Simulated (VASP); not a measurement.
# Ta3N (P-3m1) in VASP: further runs, part 2 of 2

VASP 6.6.1. The steps go on from the part before.

## 9. Equation of state, PBEsol, 14.08 Å³/atom (volume scaled by 0.94)

Contents of INCAR:

```
SYSTEM = Ta3N
ALGO = Normal ; EDIFF = 1E-7
ENCUT = 520 ; GGA = PS
ISIF = 2 ; ISMEAR = -1
LASPH = .True. ; LCHARG = .False.
LREAL = .False. ; LWAVE = .False.
NBANDS = 27 ; NELM = 60
PREC = Accurate ; SIGMA = 0.05
```

Contents of KPOINTS:

```
k-points
0
Gamma
  10 10 4
  0 0 0
```

Contents of POSCAR:

```
Ta3N
1.0
    2.9703244971      0.0000000000      0.0000000000
   -1.4851622486      2.5723764720      0.0000000000
    0.0000000000      0.0000000000      7.3705400853
Ta N
3 1
Direct
    0.6666666667      0.3333333333      0.8260700000
    0.3333333333      0.6666666667      0.1739300000
    0.0000000000      0.0000000000      0.5000000000
    0.0000000000      0.0000000000      0.0000000000
```

Potentials or basis: VASP PAW PBE potentials, release 64 (Ta_pv, N).

Launch:

```
$ cat potpaw_PBE.64/Ta_pv/POTCAR potpaw_PBE.64/N/POTCAR > POTCAR
$ mpirun -np 1 vasp_std > vasp.out
```

Wall time 64 s (1 thread of Intel Xeon Platinum 8488C (Sapphire Rapids), shared host); peak memory 0.21 GiB.

Results (log left out):

- Free energy: -48.3862 eV
- Pressure: 8.8 GPa
- Largest force: 0.086 eV/Å
- Band gap on the k mesh: none (metal or under the smearing width)

Caveat: the PAW data sets were made with another functional, which shifts forces and pressure a little.

## 10. Equation of state, PBEsol, 14.38 Å³/atom (volume scaled by 0.96)

INCAR is that of step 9.

KPOINTS is that of step 9.

Contents of POSCAR:

```
Ta3N
1.0
    2.9912429644      0.0000000000      0.0000000000
   -1.4956214823      2.5904923961      0.0000000000
    0.0000000000      0.0000000000      7.4224470073
Ta N
3 1
Direct
    0.6666666667      0.3333333333      0.8260700000
    0.3333333333      0.6666666667      0.1739300000
    0.0000000000      0.0000000000      0.5000000000
    0.0000000000      0.0000000000      0.0000000000
```

Launch:

```
$ cat potpaw_PBE.64/Ta_pv/POTCAR potpaw_PBE.64/N/POTCAR > POTCAR
$ mpirun -np 1 vasp_std > vasp.out
```

Wall time 58 s (1 thread of Intel Xeon Platinum 8488C (Sapphire Rapids), shared host); peak memory 0.22 GiB.

Results (log left out):

```yaml
Free_energy: -48.4291 eV
Pressure: 2.7 GPa
Largest_force: 0.072 eV/Å
Band_gap_on_the_k_mesh: none (metal or under the smearing width)
```

Caveat: the PAW data sets were made with another functional, which shifts forces and pressure a little.

## 11. Equation of state, PBEsol, 14.68 Å³/atom (volume scaled by 0.98)

INCAR is that of step 10.

KPOINTS is that of step 10.

Contents of POSCAR:

```
Ta3N
1.0
    3.0118728781      0.0000000000      0.0000000000
   -1.5059364391      2.6083584255      0.0000000000
    0.0000000000      0.0000000000      7.4736379147
Ta N
3 1
Direct
    0.6666666667      0.3333333333      0.8260700000
    0.3333333333      0.6666666667      0.1739300000
    0.0000000000      0.0000000000      0.5000000000
    0.0000000000      0.0000000000      0.0000000000
```

Launch:

```
$ cat potpaw_PBE.64/Ta_pv/POTCAR potpaw_PBE.64/N/POTCAR > POTCAR
$ mpirun -np 1 vasp_std > vasp.out
```

Wall time 61 s (1 thread of Intel Xeon Platinum 8488C (Sapphire Rapids), shared host); peak memory 0.21 GiB.

It converged, with:

| Property | Result |
| --- | --- |
| Free energy | -48.4286 eV |
| Pressure | -2.8 GPa |
| Largest force | 0.214 eV/Å |
| Band gap on the k mesh | none (metal or under the smearing width) |

Caveat: the PAW data sets were made with another functional, which shifts forces and pressure a little.

## 12. Equation of state, PBEsol, 15.28 Å³/atom (volume scaled by 1.02)

INCAR is that of step 11.

KPOINTS is that of step 11.

Contents of POSCAR:

```
Ta3N
1.0
    3.0523055267      0.0000000000      0.0000000000
   -1.5261527634      2.6433741262      0.0000000000
    0.0000000000      0.0000000000      7.5739671740
Ta N
3 1
Direct
    0.6666666667      0.3333333333      0.8260700000
    0.3333333333      0.6666666667      0.1739300000
    0.0000000000      0.0000000000      0.5000000000
    0.0000000000      0.0000000000      0.0000000000
```

Potentials or basis: VASP PAW PBE potentials, release 64 (Ta_pv, N).

Launch:

```
$ cat potpaw_PBE.64/Ta_pv/POTCAR potpaw_PBE.64/N/POTCAR > POTCAR
$ mpirun -np 1 vasp_std > vasp.out
```

Run time: 62 s. Hardware: 1 thread of Intel Xeon Platinum 8488C (Sapphire Rapids), shared host; peak memory 0.21 GiB.

The run converged. Its results:

```yaml
Free_energy: -48.3149 eV
Pressure: -12.2 GPa
Largest_force: 0.457 eV/Å
Band_gap_on_the_k_mesh: none (metal or under the smearing width)
```

Caveat: the PAW data sets were made with another functional, which shifts forces and pressure a little.

## 13. Equation of state, PBEsol, 15.58 Å³/atom (volume scaled by 1.04)

INCAR is that of step 12.

KPOINTS is that of step 12.

Contents of POSCAR:

```
Ta3N
1.0
    3.0721262478      0.0000000000      0.0000000000
   -1.5360631240      2.6605393743      0.0000000000
    0.0000000000      0.0000000000      7.6231501572
Ta N
3 1
Direct
    0.6666666667      0.3333333333      0.8260700000
    0.3333333333      0.6666666667      0.1739300000
    0.0000000000      0.0000000000      0.5000000000
    0.0000000000      0.0000000000      0.0000000000
```

Launch:

```
$ cat potpaw_PBE.64/Ta_pv/POTCAR potpaw_PBE.64/N/POTCAR > POTCAR
$ mpirun -np 1 vasp_std > vasp.out
```

It took 77 s on 1 thread of Intel Xeon Platinum 8488C (Sapphire Rapids), shared host; peak memory 0.22 GiB.

It converged, with:

```
Free energy            : -48.2090 eV
Pressure               : -16.2 GPa
Largest force          : 0.561 eV/Å
Band gap on the k mesh : none (metal or under the smearing width)
```

Caveat: the PAW data sets were made with another functional, which shifts forces and pressure a little.

## 14. Equation of state, PBEsol, 15.88 Å³/atom (volume scaled by 1.06)

INCAR is that of step 13.

KPOINTS is that of step 13.

Contents of POSCAR:

```
Ta3N
1.0
    3.0916944585      0.0000000000      0.0000000000
   -1.5458472293      2.6774859418      0.0000000000
    0.0000000000      0.0000000000      7.6717065629
Ta N
3 1
Direct
    0.6666666667      0.3333333333      0.8260700000
    0.3333333333      0.6666666667      0.1739300000
    0.0000000000      0.0000000000      0.5000000000
    0.0000000000      0.0000000000      0.0000000000
```

Launch:

```
$ cat potpaw_PBE.64/Ta_pv/POTCAR potpaw_PBE.64/N/POTCAR > POTCAR
$ mpirun -np 1 vasp_std > vasp.out
```

Wall time 66 s (1 thread of Intel Xeon Platinum 8488C (Sapphire Rapids), shared host); peak memory 0.22 GiB.

It converged, with:

```
Free energy            : -48.0748 eV
Pressure               : -19.8 GPa
Largest force          : 0.654 eV/Å
Band gap on the k mesh : none (metal or under the smearing width)
```

Caveat: the PAW data sets were made with another functional, which shifts forces and pressure a little.

## 15. Equation of state, PBEsol

Potentials or basis: VASP PAW PBE potentials, release 64 (Ta_pv, N).

This step only gathers the single runs of the series.

Results:

```
Equilibrium volume                        : 14.52 Å³/atom
Bulk modulus at fixed shape and positions : 266 GPa
Pressure derivative of the bulk modulus   : 4.2
```

Energy against volume, from the lowest point:
```tsv
volume (Å³/atom)	energy (meV/atom)
14.079	10.72
14.379	0.00
14.678	0.11
14.978	9.95
15.277	28.54
15.577	55.01
15.877	88.56
```

Caveat: the cell was scaled at fixed shape and fractional positions, which overstates the stiffness of a crystal with free parameters, most of all of layers and chains; the PAW data sets were made with another functional, which shifts forces and pressure a little. The run has no spin-orbit coupling, so splittings on Ta are missing.
